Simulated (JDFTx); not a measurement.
GaP:

```
Ga P
1.0
     0.00000    2.72525    2.72525
     2.72525    0.00000    2.72525
     2.72525    2.72525    0.00000
Ga P
1 1
Direct
  0.00000 0.00000 0.00000
  0.75000 0.75000 0.75000
```

Base run:

```yaml
Program: JDFTx 1.7.0 (patched build)
Functional: LDA
Potentials_or_basis: PseudoDojo-SR-LDA-0.4.1-standard
Cutoff: 1088 eV
Density_cutoff: 8708 eV
k_mesh: 8 × 8 × 8
Occupations: fermi-dirac, width 0.05 eV
Spin: no spin polarisation
```

Its results: band gap on the k mesh 1.50 eV, indirect (least direct gap 1.60 eV); pressure -2.9 GPa.

Q: The run is repeated on the same cell with these changes: functional from LDA to r2SCAN; potentials or basis from PseudoDojo-SR-LDA-0.4.1-standard to SG15-PBE-1.2. What comes out?

A: Band gap on the k mesh 1.85 eV, indirect (least direct gap 2.01 eV); pressure -1.6 GPa.

Caveats: the empty levels aren't tightly converged (some runs); the potentials were made for another functional, which shifts forces and pressure (some runs).

A k mesh can miss the band edges.
